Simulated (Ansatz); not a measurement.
Input, command and steps of an Ansatz relaxation.

```yaml
crystal:
  lattice:
    - [-3.275352224, 3.275352224, 2.582823393]
    - [3.275352224, -3.275352224, 2.582823393]
    - [3.275352224, 3.275352224, -2.582823393]
  atoms:
    - { symbol: Hf, position: [0.84351362, 0.65648638, 0.5] }
    - { symbol: Hf, position: [0.34351362, 0.84351362, 0.18702724] }
    - { symbol: Hf, position: [0.15648638, 0.34351362, 0.5] }
    - { symbol: Hf, position: [0.65648638, 0.15648638, 0.81297276] }
    - { symbol: Si, position: [0.75, 0.75, 0.0] }
    - { symbol: Si, position: [0.25, 0.25, 0.0] }
basis:
  ecutwfc: 420
kpoints:
  mp_grid: { grid: [10, 10, 10] }
hamiltonian:
  xc: pbesol
scf:
  occupations: { method: gaussian, width: 0.1 }
output:
  forces: true
  stress: true
  eigenvalues: true
relax:
  adjacent_minimum: "off"
  f_tol: 0.01
  max_steps: 40
```

```bash
ansatz run input.yaml --threads 1 --pin off --max-ram 2560MiB --backend cpu --events-out ev --progress --plain --runs-dir out
```

The calculation used DFT PBEsol, scalar-relativistic, plane waves, PAW (Ansatz).

Of 3 frames 3 are shown, positions in Å and forces in eV/Å; the SCF threshold varies from step to step. The mark taken_back stands on steps that the optimiser undid.

```xyz
6
Lattice="-3.2754 3.2754 2.5828 3.2754 -3.2754 2.5828 3.2754 3.2754 -2.5828" Properties=species:S:1:pos:R:3:forces:R:3 pbc="T T T" step=1 free_energy_over_end_meV_per_atom=0.04
Hf    1.0251    2.2503    2.5828    0.0311   -0.0311    0.0000
Hf    2.2503   -1.0251    2.5828   -0.0311   -0.0311    0.0000
Hf    2.2503    1.0251    0.0000   -0.0311    0.0311    0.0000
Hf    1.0251    4.3004    0.0000    0.0311    0.0311    0.0000
Si    0.0000    0.0000    3.8742    0.0000    0.0000    0.0000
Si    0.0000    0.0000    1.2914    0.0000    0.0000    0.0000
6
Lattice="-3.2754 3.2754 2.5828 3.2754 -3.2754 2.5828 3.2754 3.2754 -2.5828" Properties=species:S:1:pos:R:3:forces:R:3 pbc="T T T" step=2 free_energy_over_end_meV_per_atom=0.60 taken_back
Hf    1.0346    2.2408    2.5828   -0.1177    0.1177    0.0000
Hf    2.2408   -1.0346    2.5828    0.1177    0.1177    0.0000
Hf    2.2408    1.0346    0.0000    0.1177   -0.1177    0.0000
Hf    1.0346    4.3099    0.0000   -0.1177   -0.1177    0.0000
Si    0.0000    0.0000    3.8742    0.0000    0.0000    0.0000
Si    0.0000    0.0000    1.2914    0.0000    0.0000    0.0000
6
Lattice="-3.2754 3.2754 2.5828 3.2754 -3.2754 2.5828 3.2754 3.2754 -2.5828" Properties=species:S:1:pos:R:3:forces:R:3 pbc="T T T" step=3 free_energy_over_end_meV_per_atom=0.00
Hf    1.0270    2.2484    2.5828    0.0004   -0.0004    0.0000
Hf    2.2484   -1.0270    2.5828   -0.0004   -0.0004    0.0000
Hf    2.2484    1.0270    0.0000   -0.0004    0.0004    0.0000
Hf    1.0270    4.3024    0.0000    0.0004    0.0004    0.0000
Si    0.0000    0.0000    3.8742    0.0000    0.0000    0.0000
Si    0.0000    0.0000    1.2914    0.0000    0.0000    0.0000
```

It took 89 s on 1 thread of AMD EPYC 7B13 (Zen 3), with other jobs on the host, peak memory 0.82 GiB.

Spin–orbit coupling is left out, which can shift energies with elements as heavy as these.